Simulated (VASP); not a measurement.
# ZnCu2SnS4 (I-4) in VASP: notebook, part 2 of 2

VASP 6.6.1. The steps go on from the part before.

### 3 Relaxation of cell and atoms, PBEsol

This run uses another cell than the first one, of 19.45 Å³/atom, 0.972 times its volume.

INCAR reads:

```
SYSTEM = ZnCu2SnS4
  ALGO = Normal
  EDIFF = 1E-7
  EDIFFG = -0.005
  ENCUT = 600
  GGA = PS
  IBRION = 2
  ISIF = 3
  ISMEAR = 0
  KPAR = 4
  LASPH = .TRUE.
  LCHARG = .FALSE.
  LREAL = .FALSE.
  LWAVE = .FALSE.
  NELM = 80
  NSW = 90
  PREC = Accurate
  SIGMA = 0.03
```

KPOINTS reads:

```
k-points
0
G
  10 10 10
  0 0 0
```

POSCAR reads:

```
ZnCu2SnS4                               
1.0
   -2.6903155295      2.6903155397      5.3757952232
    2.6903155295     -2.6903155397      5.3757952232
    2.6903155397      2.6903155295     -5.3757952232
  Zn              Cu              Sn              S             
     1     2     1     4
Direct
     0.2500000000000000    0.7500000000000000    0.5000000000000000
     0.0000000000000000    0.0000000000000000    0.0000000000000000
     0.7500000000000000    0.2500000000000000    0.5000000000000000
     0.5000000000000000    0.5000000000000000    0.0000000000000000
     0.3705739971419558    0.8976146920361101    0.0086688371421905
     0.1023853079638899    0.1110541451060804    0.4729593051058528
     0.8889458548939196    0.3619051599997725    0.9913311628578094
     0.6380948400002275    0.6294260028580441    0.5270406948941473
```

Potentials or basis: VASP PAW PBE potentials, release 64 (Zn, Cu, Sn_d, S).

Run with:

```sh
> cat potpaw_PBE.64/Zn/POTCAR potpaw_PBE.64/Cu/POTCAR potpaw_PBE.64/Sn_d/POTCAR potpaw_PBE.64/S/POTCAR > POTCAR
> mpirun -np 4 vasp_std > vasp.out
```

OUTCAR:

```text
SYSTEM = ZnCu2SnS4
   EDIFF = 1E-7
   EDIFFG = -0.005
   ENCUT = 600
   GGA = PS
   IBRION = 2
   ISIF = 3
   ISMEAR = 0
   LASPH = .TRUE.
   LREAL = .FALSE.
   NELM = 80
   NSW = 90
   PREC = Accurate

 ion  position               nearest neighbor table
   1  0.250  0.750  0.500-   8 2.33   6 2.33   7 2.33   5 2.33
   2  0.000  0.000  0.000-   5 2.28   8 2.28   6 2.28   7 2.28
   3  0.750  0.250  0.500-   6 2.28   7 2.28   5 2.28   8 2.28
   4  0.500  0.500  0.000-   8 2.44   7 2.44   6 2.44   5 2.44
   5  0.371  0.898  0.009-   3 2.28   2 2.28   1 2.33   4 2.44
   6  0.102  0.111  0.473-   3 2.28   2 2.28   1 2.33   4 2.44
   7  0.889  0.362  0.991-   3 2.28   2 2.28   1 2.33   4 2.44
   8  0.638  0.629  0.527-   3 2.28   2 2.28   1 2.33   4 2.44

  LATTYP: Found a body centered tetragonal cell.
 ALAT       =     5.3806310692
 C/A-ratio  =     1.9982024986

  Lattice vectors:

 A1 = (  -2.6903155295,   2.6903155397,   5.3757952232)
 A2 = (   2.6903155295,  -2.6903155397,   5.3757952232)
 A3 = (   2.6903155397,   2.6903155295,  -5.3757952232)

Analysis of symmetry for initial positions (statically):
=====================================================================
 Subroutine PRICEL returns:
 Original cell was already a primitive cell.

 Routine SETGRP: Setting up the symmetry group for a
 body centered tetragonal supercell.

 Subroutine GETGRP returns: Found  4 space group operations
 (whereof  4 operations were pure point group operations)
 out of a pool of 16 trial point group operations.

The static configuration has the point symmetry S_4 .

Analysis of symmetry for dynamics (positions and initial velocities):
[... 205 lines left out ...]
 -----------------------------------------------------------------------------------
    total drift:                               -0.000007     -0.000007     -0.000005

  FREE ENERGIE OF THE ION-ELECTRON SYSTEM (eV)
  ---------------------------------------------------
  free  energy   TOTEN  =       -35.8261900178 eV

  energy  without entropy=      -35.8261898839  energy(sigma->0) =      -35.82618995

--------------------------------------- Ionic step        2  -------------------------------------------

 number of electron      72.0000015 magnetization

 Free energy of the ion-electron system (eV)
  ---------------------------------------------------
  ext. energy  EPLUGINS =         0.00000000
  ---------------------------------------------------
  free energy    TOTEN  =       -35.82620970 eV

  energy without entropy =      -35.82620954  energy(sigma->0) =      -35.82620962

 E-fermi :   5.1664     XC(G=0): -10.1434

 val. band max:        5.0967839346   @ k =   0.0000   0.0000   0.0000
 cond. band min:       5.2359866736   @ k =   0.0000   0.0000   0.0000
 fundamental gap:      0.1392027391
 Fermi energy:         5.1663855127

 k-point     1 :       0.0000    0.0000    0.0000
  band No.  band energies     occupation
      1     -17.1039      2.00000
      2     -17.0999      2.00000
      3     -17.0999      2.00000
      4     -17.0211      2.00000
      5     -17.0167      2.00000
      6      -9.5915      2.00000
[... 1093 lines left out ...]
     42       9.8808      0.00000
     43      10.5238      0.00000

 [... further k-points ...]

------------------------ aborting loop because EDIFF is reached ----------------------------------------

  FORCE on cell =-STRESS in cart. coord.  units (eV):
  Direction    XX          YY          ZZ          XY          YZ          ZX
  --------------------------------------------------------------------------------------
  -------------------------------------------------------------------------------------
  Total       -0.0250085     -0.0250085      0.0157392     -0.0000000      0.0000000      0.0000000
  in kB       -0.2573774     -0.2573774      0.1619816     -0.0000001      0.0000000      0.0000000
  external PRESSURE =      -0.1175911 kB  Pullay stress =       0.0000000 kB

 VOLUME and BASIS-vectors are now :
 -----------------------------------------------------------------------------
  energy-cutoff  :      600.00
  volume of cell :      155.68
      direct lattice vectors                 reciprocal lattice vectors
    -2.690278165  2.690278174  5.377403662     0.000000000  0.185854387  0.092981675
     2.690278165 -2.690278174  5.377403662     0.185854387 -0.000000000  0.092981675
     2.690278174  2.690278165 -5.377403662     0.185854387  0.185854387  0.000000000

 POSITION                                       TOTAL-FORCE (eV/Angst)
 -----------------------------------------------------------------------------------
      2.69028     -0.00000      2.68870        -0.000000      0.000000     -0.000000
      2.69028      2.69028      5.37740        -0.000000      0.000000     -0.000000
      0.00000      2.69028      2.68870        -0.000000      0.000000     -0.000000
      2.69028      2.69028      0.00000        -0.000000      0.000000     -0.000000
      1.44150     -1.39474      6.77322         0.002818     -0.001381      0.001716
      1.29553      1.24878     -1.39582        -0.001381     -0.002818     -0.001716
      1.24878      4.08502      1.39582        -0.002818      0.001381      0.001716
      1.39474      1.44150      3.98159         0.001381      0.002818     -0.001716
 -----------------------------------------------------------------------------------
    total drift:                               -0.000007     -0.000007     -0.000005

  FREE ENERGIE OF THE ION-ELECTRON SYSTEM (eV)
  ---------------------------------------------------
  free  energy   TOTEN  =       -35.8262096973 eV

  energy  without entropy=      -35.8262095417  energy(sigma->0) =      -35.82620962

 reached required accuracy - stopping structural energy minimisation
```

It took 19 min on 4 MPI ranks of AMD EPYC 7R13 (Zen 3), shared host; peak memory 1.2 GiB.

Results:

```
Free energy                            : -35.8262 eV
Relaxed volume                         : 19.46 Å³/atom
Relaxed cell                           : a = 6.587 Å, b = 6.587 Å, c = 6.587 Å, α = 131.79°, β = 131.79°, γ = 70.56°
Space group after relaxing (to 0.05 Å) : I-4 (No. 82)
Energy gained by relaxing              : 0.0 meV/atom
Ionic steps                            : 2
Pressure after relaxing                : 0.0 GPa
Largest force after relaxing           : 0.004 eV/Å
Band gap on the k mesh                 : 0.14 eV, direct
```

Forces on the atoms (eV/Å):
```
Zn   0.000  0.000  0.000
Cu   0.000  0.000  0.000
Cu   0.000  0.000  0.000
Sn   0.000  0.000  0.000
S    0.003 -0.001  0.002
S   -0.001 -0.003 -0.002
S   -0.003  0.001  0.002
S    0.001  0.003 -0.002
```

Final structure:
```
Zn Cu Sn S
1.0
    -2.69028    2.69028    5.37740
     2.69028   -2.69028    5.37740
     2.69028    2.69028   -5.37740
Zn Cu Sn S
1 2 1 4
Cartesian
  2.6903 0.0000 2.6887
  2.6903 2.6903 5.3774
  0.0000 2.6903 2.6887
  2.6903 2.6903 0.0000
  1.4415 -1.3947 6.7732
  1.2955 1.2488 -1.3958
  1.2488 4.0850 1.3958
  1.3947 1.4415 3.9816
```

Caveat: the PAW data sets were made with another functional, which shifts forces and pressure a little; spin-orbit coupling is left out, which moves the levels of the heavy elements.
